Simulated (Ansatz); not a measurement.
The system is HfN.

```
Hf N
1.0
     0.00000    2.25600    2.25600
     2.25600    0.00000    2.25600
     2.25600    2.25600    0.00000
Hf N
1 1
Cartesian
  0.0000 0.0000 0.0000
  2.2560 2.2560 2.2560
```

Base run:

* Program: Ansatz 0.2.0
* Functional: BLYP
* Potentials or basis: Ansatz PAW
* Cutoff: 420 eV (not typed: the program's choice for these potentials)
* k mesh: 10 × 10 × 10
* Occupations: fermi-dirac, width 0.05 eV
* Spin: no spin polarisation

Its results: band gap on the k mesh none (metal or under the smearing width); pressure 15.4 GPa.

Task: The run is repeated on the same cell with these changes: functional from BLYP to PBEsol. What comes out?

Result: Band gap on the k mesh none (metal or under the smearing width); pressure -1.9 GPa.

PBEsol binds more tightly than BLYP, so the same cell stands under less pressure.

Caveats: spin-orbit coupling is left out, which moves the levels of the heavy elements; the PAW data sets come from PBE, with cores solved anew for the run's functional, which leaves a small shift of forces and pressure; so large a pressure means that the cell lies far from this level's equilibrium, or that cutoff or potentials fall short (some runs).
